## Sliding one phosphorus layer over the next

Black phosphorus consists of puckered layers. Each atom has three bonds within its own layer and a lone pair of electrons, and no bond runs from one layer to the next. In this calculation the crystal is cut in one gap between layers, and one side is slid rigidly and diagonally over the other. The slip is given as a fraction of the vector that restores the crystal. The fault energy is the cost per area of the cut, and the shear traction is the slope of that energy along the slip, in other words the stress needed to hold the layers there.

Rigid slide of black phosphorus (8-atom Cmce cell) across a (010) gap between layers, unrelaxed and at fixed spacing, computed with Ansatz 0.2.0 (PBEsol, PAW, 420 eV cutoff, 14×11×5 k mesh, Gaussian smearing of 0.15 eV). The full slip vector is the diagonal of the 3.317 × 4.197 Å layer cell; fault energies are free energies relative to the undisturbed crystal.

| slip (fraction of the slip vector) | fault energy (mJ/m²) | shear traction (GPa (slope of the fault energy along the slip)) |
| --- | --- | --- |
| 0 | 0.0 | 0.000 |
| 0.0833 | 22.1 | 0.920 |
| 0.1667 | 69.9 | 1.070 |
| 0.25 | 104.7 | 0.420 |
| 0.3333 | 107.9 | -0.190 |
| 0.4167 | 96.4 | -0.250 |
| 0.5 | 89.8 | -0.020 |

### Question 1. Where is the slide hardest to hold, and where does it cost most?

*Answer.* The traction is largest at slip 0.1667, with 1.07 GPa, while the highest computed energy, 107.9 mJ/m², comes only at 0.3333. The two differ because traction is a slope. It is large on the steep flank and vanishes at the top. Since it changes sign between 0.25 and 0.3333, the true top lies between these rows, near 0.31 on a straight line between them.

*Remark.* The row with the highest energy need not be the top of the curve. The sign of the slope tells on which side of the top a row stands.

### Question 2. Does the slide break chemical bonds?

*Answer.* No. The gap that is cut is 2.98 Å high, whereas the shortest P–P bond measures 2.23 Å. Two atoms facing each other across the gap are therefore well beyond bonding distance, however the layers are shifted. The energies agree with this: the highest row costs 94 meV per cell, against roughly 2 eV for a single P–P bond, a rough recalled value.

*Remark.* The place of the cut decides the scale of such a curve. A cut through the middle of a puckered layer would sever bonds, and its fault energy would belong to a different class.

### Question 3. Why does the energy rise and then fall again?

*Answer.* The reason is how the atoms of one layer sit over those of the next. In the undisturbed crystal they face hollows, and the closest pairs across the gap are 3.46 Å apart. Sliding at fixed height brings one pair per cell closer to lying straight above each other, so that its distance shrinks to 3.12 Å at slip 0.25. Two other pairs are shortest at 0.3333, with 3.25 Å, and in that row the energy is highest. Further on all three pairs lengthen again, and the energy falls.

Close pairs cost energy because filled lone pairs that overlap repel each other, the Pauli repulsion familiar from closed shells. The stress normal to the layers, taken from the same runs as an average over the cell, supports this reading. It is almost zero in the crystal and reaches 0.99 GPa of compression at slip 0.25, so the slid layers push each other apart. Its order follows that of the fault energies except that the two highest rows change places. The average includes the undisturbed gap, so the push in the slid gap itself is expected to be stronger.

*Remark.* The distances were worked out from the cell and the known arrangement of black phosphorus, with the shortest bond taken to lie within one of the two atomic planes of a layer. The limiting case is a very wide gap: the lone pairs no longer overlap, and the curve becomes flat.

### Question 4. The closest pair is shorter at slip 0.0833 than at 0.5. Why does 0.5 cost four times as much?

*Answer.* One pair does not carry the whole energy. At slip 0.0833 a single pair per cell has come close, at 3.29 Å, and the next ones are at 3.42 Å or more. At half slip there are six contacts per cell, all between 3.33 and 3.41 Å. Many fairly close contacts together repel more than one slightly closer contact. Besides, a short slide that brings an atom nearer to one neighbour carries it away from another, which offsets part of the cost.

*Remark.* This is an argument from counting contacts, and the energy has not been divided among the pairs. It does yield a rule for guessing neighbouring cases: look for shifts that keep all contacts across the gap long, and expect low energy there.

### Question 5. What peak traction does the simplest model give, and why is it too low?

*Answer.* The Frenkel model draws the energy as one smooth hump over the full slip vector. With height γ and vector length L, the energy at slip x is γ sin²(πx). Its steepest slope along the slip is πγ/L. Inserting 0.1079 J/m² and 5.35 Å gives

3.14 × 0.1079 J/m² ÷ (5.35 × 10⁻¹⁰ m) ≈ 0.63 GPa.

The table reaches 1.7 times this value. The model places its top at half slip, where the computed curve has a dip. The real climb ends near 0.31 of the vector, so the same height must be gained over a distance 1.6 times shorter, and the slope grows in the same proportion. That accounts for nearly all of the shortfall.

*Remark.* The height was taken from the table, so the estimate tests only the shape of the curve. The peak traction is the stress for sliding a whole perfect layer at once, along this diagonal and at fixed spacing. Real crystals usually slip at far lower stress, because dislocations move the slipped region forward bit by bit.

### Question 6. Is half slip a stable stacking fault?

*Answer.* Along this line it is a minimum, 18 mJ/m² below the highest row. Symmetry makes the curve beyond half slip the mirror image of the part before it, so the energy rises on both sides. The result is a different stacking of the layers, which keeps 83 % of the highest computed cost and is far from a restored crystal.

Off this line it is probably not stable. The forces and stresses of the run at slip 0.4167 can be split along the two edges of the layer. Along the edge of 3.317 Å they drive the slid side towards half slip, but along the edge of 4.197 Å they drive it away. For rigid layers, half slip is therefore expected to be a saddle, with a way downhill along the longer edge. No row off the diagonal was computed, and neither the atoms nor the spacing were allowed to adjust.

*Remark.* A minimum on a line can be a saddle on a surface. A scan over both directions in the plane would test this and show where the descent ends.

### Question 7. What would change if the layers were free to move apart?

*Answer.* Every slid row would drop in energy or at most stay the same, since a relaxation at fixed slip can only lower the energy, and the undisturbed crystal is already relaxed. The computed fault energies are therefore upper bounds for this functional and cell. The compression at half slip is still 0.73 GPa, so the dip would drop as well as the top. How much of the difference between them would survive cannot be read from rigid layers.

The spacing of the starting crystal matters for the same reason. PBEsol without a dispersion correction makes the stacking period about 2 % shorter than measured, going by a rough recalled value. Repulsion rises steeply as layers approach, so the computed cost of a poor registry is probably too high. No run at a wider spacing tests this.

*Remark.* Both changes act through the overlap across the gap. Once the mechanism is known, the direction of a change can be argued even where its size cannot.

### Question 8. Which digits deserve trust?

*Answer.* In this calculation even the undisturbed crystal has no band gap on the k mesh, although real black phosphorus is a semiconductor with a small gap, which functionals of this kind tend to make too small or to close. The smearing of the electron occupations therefore leaves a trace in the energies. Extrapolated to zero smearing, the highest row moves from 107.9 to 109.5 mJ/m², and the dip becomes 17 instead of 18 mJ/m² deep. The dip is thus no product of the smearing, but the decimals of the fault energy carry no physical meaning.

For the traction, symmetry offers a test: it must vanish at half slip, where the table has −0.02 GPa. The second decimal is therefore uncertain at least there. The peak is better secured from below. Between slips 0.0833 and 0.1667 the energy climbs with a mean slope of 1.07 GPa, and a smooth curve must be at least that steep somewhere in between.

*Remark.* These checks concern numerical detail for rigid layers. The larger doubts are those of Question 7, the fixed spacing and the functional, and more digits would not remove them. In addition, PBEsol ran here on PAW datasets made for PBE, and every second gap of the periodic crystal is faulted, so neighbouring faults may influence each other. Neither effect was tested. The printed output below gives the contact distances, slopes and smearing-free energies row by row.

Printed output of the fit:

```
Climb and contacts across the gap:
     row  mean slope from row before (GPa)  closest pair (Å)  second pair (Å)  third kind of pair (Å)  normal stress (GPa)  fault energy at zero smearing (mJ/m²)
     0.0                               n/a             3.463            3.463                   3.643                -0.03                                      0
  0.0833                            0.4959             3.294            3.421                   3.465                0.192                                  22.16
  0.1667                             1.071             3.178            3.436                   3.336                0.679                                  70.34
    0.25                            0.7809             3.122            3.509                   3.265                0.994                                  105.5
  0.3333                           0.07181              3.13            3.635                   3.253                 0.95                                  109.5
  0.4167                           -0.2578               3.2             3.51                   3.302                0.798                                  98.93
     0.5                           -0.1481             3.329            3.329                   3.409                 0.73                                  92.25
Length of the full slip vector (Å): 5.35
Other P-P bond implied by the assumed arrangement (Å): 2.252
Highest row less row 0.5 (mJ/m²): 18.1
The same difference at zero smearing (mJ/m²): 17.29
Row 0.5 as percentage of the highest row (%): 83.23
Highest fault energy per cell (meV): 93.77
Interpolated place of the top (fraction of the slip vector): 0.3074
Peak traction of one Frenkel sine over the whole slip vector (GPa): 0.6337
Largest tabulated traction over that estimate (ratio): 1.689
Half the slip vector over the distance to the top (ratio): 1.627
Rank correlation of fault energy with normal stress: 0.9643
```
